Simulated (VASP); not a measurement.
A run of VASP 6.6.1 is set up as follows.

INCAR

```
PREC = Accurate ; ENCUT = 520
EDIFF = 1E-7 ; ISMEAR = 0
SIGMA = 0.05 ; LREAL = F
LASPH = T ; NELM = 100
ALGO = Normal ; ISIF = 2
LWAVE = F ; LCHARG = F
LNONCOLLINEAR = T ; MAGMOM = -0.15 -0.006 0.056 0 0 0
LORBIT = 11 ; LSORBIT = T
GGA_COMPAT = F ; LORBMOM = T
LMAXMIX = 4 ; LDAU = T
LDAUTYPE = 2 ; LDAUL = 2 -1
LDAUU = 4 0 ; LDAUJ = 0 0
LDAUPRINT = 1 ; GGA = CA
```

File KPOINTS:

```
Automatic mesh
0
Gamma
  6 6 6
```

File POSCAR:

```
RuS
1.0
    0.0000000000      2.5467554600      2.5467554600
    2.5467554600      0.0000000000      2.5467554600
    2.5467554600      2.5467554600      0.0000000000
Ru S
1 1
Direct
    0.5000000000      0.5000000000      0.5000000000
    0.0000000000      0.0000000000      0.0000000000
```

Potentials or basis: VASP PAW LDA potentials, release 64 (Ru_pv, S).

Run with:

```bash
$ cat potpaw_LDA.64/Ru_pv/POTCAR potpaw_LDA.64/S/POTCAR > POTCAR
$ mpirun -np 1 vasp_ncl > vasp.out
```

(1) Predict the net moment.

(2) Predict the pressure.

## Answers

(1) 0.10 μB per cell.

(2) -15.4 GPa.
